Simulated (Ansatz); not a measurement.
**A strain series on CaSe (CsCl type): epitaxial in the plane normal to [111]**

CaSe (CsCl type), relaxed with r2SCAN in Ansatz 0.2.0, then strained (epitaxial in the plane normal to [111]; changes of length per length, axes as in the cell below) with the atoms relaxed again within the symmetry that is left. It is cubic, Pm-3m (No. 221); conventional cell a = 3.635 Å, 24.01 Å³ an atom. Around Ca lie 8 Se at 3.15 Å; around Se lie 8 Ca at 3.15 Å. The cell comes from a prototype generator: it can be a known phase or a hypothetical one. Spin polarisation is off.

```
Ca Se
1.0
     3.63478    0.00000    0.00000
     0.00000    3.63478    0.00000
     0.00000    0.00000    3.63478
Ca Se
1 1
Cartesian
  0.0000 0.0000 0.0000
  1.8174 1.8174 1.8174
```

Gaps are the least over each mesh (PBE 8×8×8, r2SCAN 8×8×8, HSE06 6×6×6 when unstrained) and the special points, which keep their unstrained names; stress is the change from the unstrained cell, compression positive.

```tsv
strain (%)	free normal strain (%)	gap, PBE (eV)	gap, r2SCAN (eV)	gap, HSE06 (eV)	edges, HSE06	in-plane stress, r2SCAN (GPa)	energy rise, r2SCAN (meV/atom)
-0.85	+2.02	0.782	1.248	1.552	M	-0.18	-0.2
0.0	0.00	0.771	1.236	1.540	M	0.00	0.0
+4.9	-6.01	0.923	1.386	1.698	M	-1.50	8.3
```

**Question.** Estimate the row for a strain of -1.33 %.

**Answer.**
```tsv
strain (%)	free normal strain (%)	gap, PBE (eV)	gap, r2SCAN (eV)	gap, HSE06 (eV)	edges, HSE06	in-plane stress, r2SCAN (GPa)	energy rise, r2SCAN (meV/atom)
-1.33	+3.59	0.804	1.269	1.575	M	-0.52	-0.7
```

Between zero and the nearest strains the slope of the HSE06 gap against strain is -0.014 eV per percent for negative and +0.032 for positive strain.

Spin-orbit coupling is left out.

The meshes of the hybrids are coarse, so their gaps aren't converged to the digits shown.
